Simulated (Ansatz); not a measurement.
Zn started at a second open point in rutile SnO2, 73 atoms, charge +2

All numbers come from Ansatz (PAW, plane waves, no spin–orbit coupling) at the single k point (¼, ¼, ¼) without its symmetry partners. The atoms were relaxed with PBEsol in a fixed cell; other functionals are single points on those atoms unless said otherwise. The valence top and gap of the host come from its small cell on a dense mesh, with the band extrema sought between the mesh points, lined up by the mean potential, PBEsol gap 0.92 eV, HSE06 gap 2.75 eV. The charge correction uses an assumed dielectric constant of 12.

Relaxed structure:

```
CELL_PARAMETERS angstrom
9.53809 0.00000 0.00000
0.00000 9.53809 0.00000
0.00000 0.00000 9.63630
ATOMIC_POSITIONS crystal
Sn 0.99856 0.00164 0.00065
Sn 0.00660 0.99983 0.32983
Sn 0.00310 0.00066 0.66798
Sn 0.99791 0.50188 0.00062
Sn 0.00053 0.49830 0.33253
Sn 0.02532 0.49636 0.67149
Sn 0.50223 0.99875 0.00064
Sn 0.49416 0.00053 0.32982
Sn 0.49769 0.99972 0.66797
Sn 0.50286 0.49852 0.00063
Sn 0.50023 0.50200 0.33253
Sn 0.47547 0.50403 0.67147
Sn 0.25210 0.25266 0.16608
Sn 0.25067 0.24693 0.49838
Sn 0.24998 0.24365 0.83680
Sn 0.24867 0.74771 0.16609
Sn 0.25010 0.75343 0.49838
Sn 0.25081 0.75672 0.83681
Sn 0.75215 0.25232 0.16583
Sn 0.74673 0.22685 0.49479
Sn 0.74833 0.24887 0.83430
Sn 0.74862 0.74803 0.16587
Sn 0.75404 0.77352 0.49482
Sn 0.75247 0.75155 0.83432
O 0.15311 0.15262 0.00240
O 0.15472 0.15445 0.33214
O 0.15223 0.15411 0.66632
O 0.15000 0.65489 0.99890
O 0.15078 0.65359 0.33452
O 0.16308 0.65395 0.66832
O 0.65232 0.15499 0.00037
O 0.64940 0.15087 0.32670
O 0.65306 0.15117 0.66798
O 0.65592 0.65092 0.99793
O 0.65782 0.65354 0.34055
O 0.64787 0.65773 0.66196
O 0.35075 0.34550 0.99890
O 0.35001 0.34673 0.33452
O 0.33769 0.34643 0.66829
O 0.34767 0.84776 0.00243
O 0.34601 0.84594 0.33215
O 0.34866 0.84617 0.66632
O 0.84490 0.34942 0.99794
O 0.84299 0.34675 0.34050
O 0.85284 0.34275 0.66192
O 0.84844 0.84543 0.00042
O 0.85127 0.84957 0.32672
O 0.84775 0.84922 0.66799
O 0.09603 0.40302 0.16634
O 0.09992 0.40316 0.49812
O 0.10061 0.39985 0.84014
O 0.09833 0.90303 0.16442
O 0.09693 0.90278 0.50033
O 0.09655 0.90499 0.83410
O 0.60029 0.40598 0.16837
O 0.59536 0.39991 0.50579
O 0.59802 0.40857 0.82504
O 0.59624 0.90071 0.16743
O 0.59717 0.91272 0.49806
O 0.59755 0.90183 0.83251
O 0.40238 0.09730 0.16441
O 0.40381 0.09756 0.50033
O 0.40426 0.09542 0.83410
O 0.40475 0.59735 0.16636
O 0.40088 0.59722 0.49809
O 0.40008 0.60046 0.84014
O 0.90453 0.09965 0.16743
O 0.90366 0.08774 0.49807
O 0.90322 0.09856 0.83250
O 0.90048 0.59436 0.16839
O 0.90542 0.60050 0.50578
O 0.90282 0.59186 0.82503
Zn 0.75036 0.50024 0.59021
```

Chemical potentials μ are those of reference phases of the elements at zero temperature by the same functional (the usual solids, diamond for C, grey Sn, and the molecules H2, N2, O2, F2, Cl2, Br2 and S8).

| functional | E(defect) − E(host) − Σ nμ + q·E_VBM (eV) | monopole (eV) | alignment (eV) | formation energy at E_F = VBM (eV) | moment (μB) | wall time, shared host |
| --- | --- | --- | --- | --- | --- | --- |
| PBEsol | -2.84 | 0.71 | 0.34 | -1.79 | 0 (no spin) | 7.9 s on NVIDIA GB300 (relaxation) |

Question: Estimate the formation energy and moment that HSE06 gives on these atoms.

Answer: -4.07 eV at E_F = VBM (-5.14 eV before the monopole term 0.71 eV and the alignment 0.36 eV), moment 0 (no spin).

HSE06 one-electron levels near the gap (the ten most localised at most), from the host's valence top, not corrected for the charge's images:

| level (eV) | spin | filling | atoms sharing it | element of the atom with most weight |
| --- | --- | --- | --- | --- |
| -0.10 | both | 2.00 | 39.6 | spread |

All elements are taken at their own reference at once; growth conditions in equilibrium with the host shift these energies, by up to the host's formation enthalpy.

One k point and a cell of this size can leave errors of several tenths of an eV in such numbers.
